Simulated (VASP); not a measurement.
# Au (Im-3m) in VASP: single point with HSE06

Aim: the single point of Au with HSE06.

Program: VASP 6.6.1. These are calculated values, not measurements. Logs are shortened: lines on timing, memory, paths and dates and some standing lists are left out, and cuts for length are marked.

## Step 1: Starting point

It takes space group Im-3m (No. 229, cubic). The conventional cell has a = 3.241 Å, b = 3.241 Å, c = 3.241 Å, α = 90.00°, β = 90.00°, γ = 90.00°. Au (site symmetry m-3m) is surrounded by 8 Au at 2.81 Å.

This isn't the form of Au at room conditions, which is fcc.

## Step 2: Single point, HSE06

Contents of POSCAR:

```
Au
1.0
   -1.6204100000      1.6204100000      1.6204100000
    1.6204100000     -1.6204100000      1.6204100000
    1.6204100000      1.6204100000     -1.6204100000
Au
1
Direct
    0.0000000000      0.0000000000      0.0000000000
```

Contents of INCAR.step1:

```
SYSTEM = Au
PREC     = Accurate       ! precision mode
ENCUT    = 520            ! plane-wave cutoff, eV
EDIFF    = 1E-5           ! SCF threshold, eV
ISMEAR   = 0              ! smearing method
SIGMA    = 0.1            ! smearing width, eV
LREAL    = .False.        ! projectors in reciprocal space
LASPH    = .True.         ! aspherical terms in the spheres
NELM     = 80             ! most SCF steps
ALGO     = Normal         ! electronic algorithm
ISIF     = 2              ! what is computed and relaxed
LWAVE    = .True.         ! write WAVECAR
LCHARG   = .False.        ! write CHGCAR
NBANDS   = 12             ! bands
GGA      = PE             ! functional
```

Contents of INCAR.step2:

```
SYSTEM = Au
PREC     = Accurate       ! precision mode
ENCUT    = 520            ! plane-wave cutoff, eV
EDIFF    = 1E-6           ! SCF threshold, eV
ISMEAR   = 0              ! smearing method
SIGMA    = 0.1            ! smearing width, eV
LREAL    = .False.        ! projectors in reciprocal space
LASPH    = .True.         ! aspherical terms in the spheres
NELM     = 80             ! most SCF steps
ALGO     = Normal         ! electronic algorithm
ISIF     = 2              ! what is computed and relaxed
LWAVE    = .False.        ! write WAVECAR
LCHARG   = .False.        ! write CHGCAR
GGA      = PE             ! functional
LHFCALC  = .True.         ! exact exchange
HFSCREEN = 0.2            ! screening, 1/A
PRECFOCK = Fast         
NBANDS   = 12             ! bands
ISTART   = 1
```

Contents of KPOINTS:

```
regular mesh
0
Gamma
  8 8 8
  0 0 0
```

Potentials or basis: VASP PAW PBE potentials, release 64 (Au).

Command:

```
> cat potpaw_PBE.64/Au/POTCAR > POTCAR
> cp INCAR.step1 INCAR
> mpirun -np 1 vasp_std > vasp.out
> cp INCAR.step2 INCAR
> mpirun -np 1 vasp_std > vasp.out
```

OUTCAR:

```text
SYSTEM = Au
   PREC = Accurate
   ENCUT = 520
   EDIFF = 1E-6
   ISMEAR = 0
   LREAL = .False.
   LASPH = .True.
   NELM = 80
   ISIF = 2
   GGA = PE
   LHFCALC = .True.
   HFSCREEN = 0.2
   PRECFOCK = Fast
   ISTART = 1

 ion  position               nearest neighbor table
   1  0.000  0.000  0.000-

  LATTYP: Found a body centered cubic cell.
 ALAT       =     3.2408200000

  Lattice vectors:

 A1 = (  -1.6204100000,   1.6204100000,   1.6204100000)
 A2 = (   1.6204100000,  -1.6204100000,   1.6204100000)
 A3 = (   1.6204100000,   1.6204100000,  -1.6204100000)

Analysis of symmetry for initial positions (statically):
=====================================================================
 Subroutine PRICEL returns:
 Original cell was already a primitive cell.

 Routine SETGRP: Setting up the symmetry group for a
 body centered cubic supercell.

 Subroutine GETGRP returns: Found 48 space group operations
 (whereof 48 operations were pure point group operations)
 out of a pool of 48 trial point group operations.

The static configuration has the point symmetry O_h .

Analysis of symmetry for dynamics (positions and initial velocities):
=====================================================================
 Subroutine PRICEL returns:
 Original cell was already a primitive cell.

 Routine SETGRP: Setting up the symmetry group for a
 body centered cubic supercell.

 Subroutine GETGRP returns: Found 48 space group operations
 (whereof 48 operations were pure point group operations)
 out of a pool of 48 trial point group operations.

The dynamic configuration has the point symmetry O_h .

 Subroutine INISYM returns: Found 48 space group operations
 (whereof 48 operations are pure point group operations),
 and found     1 'primitive' translations

----------------------------------------------------------------------------------------

                                     Primitive cell

  volume of cell :      17.0190

  direct lattice vectors                    reciprocal lattice vectors
    -1.620410000  1.620410000  1.620410000     0.000000000  0.308563882  0.308563882
     1.620410000 -1.620410000  1.620410000     0.308563882  0.000000000  0.308563882
     1.620410000  1.620410000 -1.620410000     0.308563882  0.308563882  0.000000000

  length of vectors
     2.806632449  2.806632449  2.806632449     0.436375227  0.436375227  0.436375227

  position of ions in fractional coordinates (direct lattice)
     0.000000000  0.000000000  0.000000000

  ion indices of the primitive-cell ions
   primitive index   ion index
                 1           1

----------------------------------------------------------------------------------------

 KPOINTS: regular mesh

Automatic generation of k-mesh.
 Grid dimensions read from file:
 generate k-points for:    8    8    8

 Generating k-lattice:

  Cartesian coordinates                     Fractional coordinates (reciprocal lattice)
     0.000000000  0.038570485  0.038570485     0.125000000  0.000000000  0.000000000
     0.038570485  0.000000000  0.038570485     0.000000000  0.125000000  0.000000000
     0.038570485  0.038570485  0.000000000     0.000000000  0.000000000  0.125000000

  Length of vectors
     0.054546903  0.054546903  0.054546903

  Shift w.r.t. Gamma in fractional coordinates (k-lattice)
     0.000000000  0.000000000  0.000000000

 Subroutine IBZKPT returns following result:
 ===========================================

 Found     29 irreducible k-points:

 Following reciprocal coordinates:
            Coordinates               Weight
  0.000000  0.000000  0.000000      1.000000
  0.125000  0.000000  0.000000     12.000000
  0.250000  0.000000  0.000000     12.000000
  0.375000  0.000000  0.000000     12.000000
  0.500000  0.000000  0.000000      6.000000
  0.125000  0.125000  0.000000     24.000000
[... 16 lines left out ...]
 -0.250000  0.250000  0.250000      6.000000
 -0.375000  0.375000  0.250000     24.000000
 [... further k-points ...]
   k-points           NKPTS =     29   k-points in BZ     NKDIM =    512   number of bands    NBANDS=     12
   number of dos      NEDOS =    301   number of ions     NIONS =      1
   total plane-waves  NPLWV =  13824
   dimension x,y,z NGX =    24 NGY =   24 NGZ =   24
   dimension x,y,z NGXF=    48 NGYF=   48 NGZF=   48
   ions per type =               1
   NGX,Y,Z   is equivalent  to a cutoff of  14.22, 14.22, 14.22 a.u.
   NGXF,Y,Z  is equivalent  to a cutoff of  28.43, 28.43, 28.43 a.u.
 SYSTEM =  Au
   PREC   = accura    normal or accurate (medium, high low for compatibility)
   ISTART =      1    job   : 0-new  1-cont  2-samecut
   ICHARG =      0    charge: 1-file 2-atom 10-const
   ISPIN  =      1    spin polarized calculation?
   LNONCOLLINEAR =      F non collinear calculations
   LSORBIT =      F    spin-orbit coupling
   LASPH  =      T    aspherical Exc in radial PAW
   ENCUT  =  520.0 eV  38.22 Ry    6.18 a.u.   5.22  5.22  5.22*2*pi/ulx,y,z
   NELM   =     80;   NELMIN=  2; NELMDL=  0     # of ELM steps
   EDIFF  = 0.1E-05   stopping-criterion for ELM
   LREAL  =      F    real-space projection
   EDIFFG = 0.1E-04   stopping-criterion for IOM
   NSW    =      0    number of steps for IOM
   IBRION =     -1    ionic relax: 0-MD 1-quasi-New 2-CG
   NFREE  =      0    steps in history (QN), initial steepest desc. (CG)
   ISIF   =      2    stress and relaxation
   ISYM   =      3    0-nonsym 1-usesym 2-fastsym
   POTIM  = 0.5000    time-step for ionic-motion
   TEBEG  =    0.0;   TEEND  =   0.0 temperature during run
   PSTRESS=    0.0 pullay stress
   NELECT =      11.0000    total number of electrons
   NUPDOWN=      -1.0000    fix difference up-down
   EMIN   =  10.00;   EMAX   =-10.00  energy-range for DOS
   EFERMI =   0.00;   METHOD = LEGACY
   ISMEAR =     0;   SIGMA  =   0.10  broadening in eV -4-tet -1-fermi 0-gaus
   EFERMI_NEDOS =   21; number of points for ismear=-14 and -15
   IALGO  =     38    algorithm
   IMIX   =      1    mixing-type and parameters
     AMIX     =   0.40;   BMIX     =  1.00
     AMIX_MAG =   1.60;   BMIX_MAG =  1.00
  volume/ion in A,a.u.               =      17.02       114.85
  Fermi-wavevector in a.u.,A,eV,Ry     =   1.415449  2.674810 27.259206  2.003495
  Thomas-Fermi vector in A             =   2.536886
   LORBIT       =      0    0 simple, 1 ext, 2 COOP (PROOUT), +10 PAW based schemes
   GGA     = PE    functional components
   LHFCALC =     T    Hartree Fock is set to
   PRECFOCK=fast      Normal, Fast or Accurate (Low or Medium for compatibility)
   ENCUT4O =  -1.0   cutoff for four orbital integrals eV
   NKREDX  =     1    reduce k-point grid by
   NKREDY  =     1    reduce k-point grid by
   NKREDZ  =     1    reduce k-point grid by
   AEXX    =    0.2500 exact exchange contribution
   HFSCREEN=    0.2000 screening length (either q_TF or 0.3 A-1)
   HFSCREENC=   0.2000 screening length for correlation (either q_TF or 0.3 A-1)
   ENCUTFOCK=  -1.0 apply spherical cutoff to Coloumb kernel
   IVDW    =     0    specifies the selected vdW correction
   LEPSILON=     F    determine dielectric tensor
   LRPA    =     F    only Hartree local field effects (RPA)
 non-spin polarized calculation
 Gauss-broadening in eV      SIGMA  =   0.10
  energy-cutoff  :      520.00
  volume of cell :       17.02
 maximum number of plane-waves:       471
 NGX is ok and might be reduce to    24
  NGX = 14; NGY = 14; NGZ = 14

 number of electron      11.0000001 magnetization

 Free energy of the ion-electron system (eV)
  ---------------------------------------------------
  ext. energy  EPLUGINS =         0.00000000
  ---------------------------------------------------
  free energy    TOTEN  =        -3.33552614 eV

  energy without entropy =       -3.32820124  energy(sigma->0) =       -3.33186369

 E-fermi :   9.3559     XC(G=0): -10.3652

 val. band max:        9.0756735542   @ k =  -0.3750   0.3750   0.2500
 cond. band min:       9.3799208962   @ k =   0.3750   0.1250   0.0000
 fundamental gap:      0.3042473420
 Fermi energy:         9.3558781003

 k-point     1 :       0.0000    0.0000    0.0000
  band No.  band energies     occupation
      1      -1.6558      2.00000
      2       3.2043      2.00000
      3       3.2043      2.00000
      4       3.2043      2.00000
      5       5.1805      2.00000
      6       5.1805      2.00000
      7      26.8486      0.00000
      8      26.8486      0.00000
      9      26.8486      0.00000
     10      35.2617      0.00000
     11      35.2617      0.00000
     12      35.2617      0.00000

 k-point     2 :       0.1250    0.0000    0.0000
  band No.  band energies     occupation
      1      -1.0238      2.00000
      2       3.0164      2.00000
      3       3.2278      2.00000
      4       3.6511      2.00000
      5       4.9894      2.00000
      6       5.2006      2.00000
      7      26.4939      0.00000
      8      26.8393      0.00000
      9      27.6037      0.00000
     10      31.6195      0.00000
     11      31.9014      0.00000
     12      33.3073      0.00000

 k-point     3 :       0.2500    0.0000    0.0000
  band No.  band energies     occupation
      1       0.3979      2.00000
      2       2.5882      2.00000
      3       3.5479      2.00000
      4       4.8621      2.00000
      5       4.8678      2.00000
      6       5.2731      2.00000
      7      22.5170      0.00000
      8      25.2815      0.00000
      9      29.3665      0.00000
     10      29.5561      0.00000
     11      30.8611      0.00000
     12      32.3423      0.00000

 k-point     4 :       0.3750    0.0000    0.0000
  band No.  band energies     occupation
      1       0.8646      2.00000
      2       2.1910      2.00000
      3       4.9307      2.00000
      4       5.3832      2.00000
      5       5.9615      2.00000
      6       6.3431      2.00000
      7      17.0350      0.00000
      8      23.3452      0.00000
      9      25.8433      0.00000
     10      31.7628      0.00000
     11      31.8310      0.00000
     12      34.7438      0.00000

 k-point     5 :       0.5000    0.0000    0.0000
  band No.  band energies     occupation
      1       0.7776      2.00000
      2       2.0346      2.00000
      3       5.0858      2.00000
      4       5.4417      2.00000
      5       7.0791      2.00000
      6       8.5622      2.00000
      7      13.4837      0.00000
      8      22.5997      0.00000
      9      24.3851      0.00000
     10      32.5080      0.00000
     11      32.7746      0.00000
     12      33.6146      0.00000
[... 228 lines left out ...]
      1       2.4658      2.00000
      2       2.5937      2.00000
      3       2.5937      2.00000
      4       5.7318      2.00000
      5       5.7318      2.00000
      6      13.9423      0.00000
      7      15.4057      0.00000
      8      15.4057      0.00000
      9      28.4789      0.00000
     10      29.1165      0.00000
     11      29.1165      0.00000
     12      35.1688      0.00000

 k-point    22 :       0.2500    0.2500    0.2500
  band No.  band energies     occupation
      1       2.7375      2.00000
      2       2.7375      2.00000
      3       2.7375      2.00000
      4       5.4843      2.00000
      5       5.4843      2.00000
      6      13.0648      0.00000
      7      17.1532      0.00000
      8      17.1532      0.00000
      9      17.1532      0.00000
     10      37.5277      0.00000
     11      37.5277      0.00000
     12      37.5277      0.00000

 k-point    23 :      -0.2500    0.2500    0.2500
  band No.  band energies     occupation
      1       1.9989      2.00000
      2       2.9380      2.00000
      3       3.9472      2.00000
      4       3.9472      2.00000
      5       4.7801      2.00000
      6       6.6483      2.00000
      7      23.1170      0.00000
      8      24.2615      0.00000
      9      24.2615      0.00000
     10      25.8477      0.00000
     11      35.0337      0.00000
     12      35.0337      0.00000

 k-point    24 :      -0.3750    0.3750    0.2500
  band No.  band energies     occupation
      1       2.0221      2.00000
      2       2.4464      2.00000
      3       3.9548      2.00000
      4       4.5312      2.00000
      5       6.0571      2.00000
      6       9.0757      1.99993
      7      18.5996      0.00000
      8      21.5944      0.00000
      9      23.9921      0.00000
     10      27.0388      0.00000
     11      33.4839      0.00000
     12      36.0511      0.00000

 [... further k-points ...]
[... 5 lines left out ...]
  --------------------------------------------------------------------------------------
  -------------------------------------------------------------------------------------
  Total        0.5623896      0.5623896      0.5623896      0.0000000     -0.0000000      0.0000000
  in kB       52.9435618     52.9435618     52.9435618      0.0000000     -0.0000000      0.0000000
  external PRESSURE =      52.9435618 kB  Pullay stress =       0.0000000 kB

 VOLUME and BASIS-vectors are now :
 -----------------------------------------------------------------------------
  energy-cutoff  :      520.00
  volume of cell :       17.02
      direct lattice vectors                 reciprocal lattice vectors
    -1.620410000  1.620410000  1.620410000     0.000000000  0.308563882  0.308563882
     1.620410000 -1.620410000  1.620410000     0.308563882  0.000000000  0.308563882
     1.620410000  1.620410000 -1.620410000     0.308563882  0.308563882  0.000000000

 POSITION                                       TOTAL-FORCE (eV/Angst)
 -----------------------------------------------------------------------------------
      0.00000      0.00000      0.00000         0.000000      0.000000      0.000000
 -----------------------------------------------------------------------------------
    total drift:                                0.000000     -0.000004     -0.000010

  FREE ENERGIE OF THE ION-ELECTRON SYSTEM (eV)
  ---------------------------------------------------
  free  energy   TOTEN  =        -3.3355261388 eV

  energy  without entropy=       -3.3282012366  energy(sigma->0) =       -3.33186369
```

It took 9.8 min on 1 thread of Intel Xeon 6975P-C (Granite Rapids), shared host; peak memory 0.24 GiB.

What came out:

- Free energy: -3.3355 eV
- Pressure: 5.3 GPa
- Band gap on the k mesh: none (metal or under the smearing width)

Caveat: the PAW data sets were made with another functional, which shifts forces and pressure a little. The run has no spin-orbit coupling, so splittings on Au are missing.
